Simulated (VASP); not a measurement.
TePb in VASP 6.6.1, relaxation

INCAR

```
POTIM = 0.8
IBRION = 2
NSW = 40
NBANDS = 17
ISIF = 7
ENCUT = 600
EDIFF = 1E-7
LCHARG = .FALSE.
ISMEAR = -1
LREAL = .FALSE.
EDIFFG = -5E-3
SIGMA = 0.02
GGA = PS
NELM = 120
PREC = Accurate
LASPH = .TRUE.
LWAVE = .FALSE.
```

KPOINTS

```
KPOINTS created by Atomic Simulation Environment
0
Gamma
6 6 6
0 0 0
```

POSCAR

```
Pb Te
 1.0000000000000000
     0.0000000000000000    3.2846542105862091    3.2846542105862091
     3.2846542105862091    0.0000000000000000    3.2846542105862091
     3.2846542105862091    3.2846542105862091    0.0000000000000000
 Pb  Te
   1   1
Cartesian
  0.0000000000000000 -0.0000000000000000 -0.0000000000000000
  3.2846542105862091  3.2846542105862091  3.2846542105862091
```

The recommended PBE PAW datasets give the neutral cell 20 valence electrons.

Command

```
mpirun -np 1 vasp_std
```

Question: How does this run end, and what does it give?

Answer: It converged. Results: relaxed cell vector lengths 4.556, 4.556, 4.556 Å; relaxed cell volume 66.87 Å³.

OSZICAR

```
N       E                     dE             d eps       ncg     rms          rms(c)
DAV:   1     0.162056875774E+03    0.16206E+03   -0.98660E+03   544   0.123E+03
DAV:   2     0.281968131097E+01   -0.15924E+03   -0.15359E+03   570   0.308E+02
DAV:   3    -0.806483516115E+01   -0.10885E+02   -0.10826E+02   724   0.871E+01
DAV:   4    -0.836121642106E+01   -0.29638E+00   -0.29622E+00   702   0.159E+01
DAV:   5    -0.837283770544E+01   -0.11621E-01   -0.11621E-01   778   0.274E+00    0.300E+00
DAV:   6    -0.823622974133E+01    0.13661E+00   -0.30353E-01   807   0.391E+00    0.183E+00
DAV:   7    -0.822996887873E+01    0.62609E-02   -0.77555E-02   658   0.139E+00    0.863E-01
DAV:   8    -0.823061915025E+01   -0.65027E-03   -0.91256E-03   703   0.956E-01    0.134E-01
DAV:   9    -0.823043018452E+01    0.18897E-03   -0.15984E-03   798   0.382E-01    0.528E-02
DAV:  10    -0.823043263166E+01   -0.24471E-05   -0.13020E-04   711   0.928E-02    0.222E-02
...
DAV:  10    -0.826036942236E+01   -0.87128E-07   -0.89991E-09   293   0.123E-03
   3 F= -.82603694E+01 E0= -.82603694E+01  d E =-.299358E-01
       N       E                     dE             d eps       ncg     rms          rms(c)
DAV:   1    -0.826061213182E+01   -0.24280E-03   -0.72478E-03   684   0.131E+00    0.833E-02
DAV:   2    -0.826040502690E+01    0.20710E-03   -0.39279E-04   700   0.318E-01    0.305E-02
DAV:   3    -0.826036982119E+01    0.35206E-04   -0.14562E-04   691   0.174E-01    0.568E-03
DAV:   4    -0.826037058320E+01   -0.76201E-06   -0.25452E-06   557   0.149E-02    0.453E-03
DAV:   5    -0.826037146840E+01   -0.88520E-06   -0.70397E-07   672   0.820E-03    0.129E-03
DAV:   6    -0.826037142159E+01    0.46807E-07   -0.63911E-08   288   0.414E-03
   4 F= -.82603714E+01 E0= -.82603714E+01  d E =-.299378E-01
```

```
ionic step  ΔE (meV/atom)  volume (Å³)  largest force (eV/Å)  pressure (GPa)  electronic steps
         1            0.0        70.88                 0.000           -2.29                14
         2            4.0        62.89                 0.000            3.22                10
         3          -15.0        66.95                 0.000           -0.03                10
         4          -15.0        66.87                 0.000            0.02                 6
```

For comparison, a separate PBEsol relaxation on usual settings, not on those above, ends at 66.90 Å³.
